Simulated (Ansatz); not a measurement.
Input of an Ansatz 0.2.0 run:

The input input:

```
crystal:
  lattice:
    - [4.4916, 0.0, 0.0]
    - [-2.2458, 3.88984, 0.0]
    - [0.0, 0.0, 2.7226]
  atoms:
    - { symbol: Al, position: [0.33333, 0.66667, 0.0] }
    - { symbol: Al, position: [0.66667, 0.33333, 0.0] }
hamiltonian:
  xc:
    exchange: hjs_pbesol
    correlation: pbesol
    exx: { coeff: 0.25, omega: 0.207 }
  pseudopotentials: { kind: paw }
kpoints:
  mp_grid: { grid: [4, 4, 5] }
scf:
  occupations: { method: fermi_dirac, width: 0.05 }
output:
  forces: true
  stress: true
  eigenvalues: true
relax:
  f_tol: 0.01
  max_steps: 40
  cell: { stress_tol: 0.05 }
```

Q: Estimate the relaxed volume.

A: 24.34 Å³/atom.

Q: What does it give for the relaxed cell?

A: a = 4.463 Å, b = 4.463 Å, c = 2.822 Å, α = 90.00°, β = 90.00°, γ = 120.00°.

Q: Estimate the band gap on the k mesh.

A: None (metal or under the smearing width).

Q: What does it give for the space group after relaxing (to 0.05 Å)?

A: P6/mmm (No. 191).

Step by step:
```csv
step,energy change (eV),largest force (eV/Å),volume (Å³)
1,0.0000,0.0000,47.57
2,-0.0273,0.0000,48.73
3,-0.0282,0.0000,48.68
4,-0.0291,0.0000,48.68
5,-0.0295,0.0000,48.68
```

Caveat: the k mesh is coarse (spacing up to 0.46 Å⁻¹), so the values aren't converged, least of all with exact exchange; the plane-wave basis is chosen anew once the cell has moved, so the energies of steps on either side of that aren't comparable; the PAW data sets come from PBE, with cores solved anew for the run's functional, which leaves a small shift of forces and pressure.
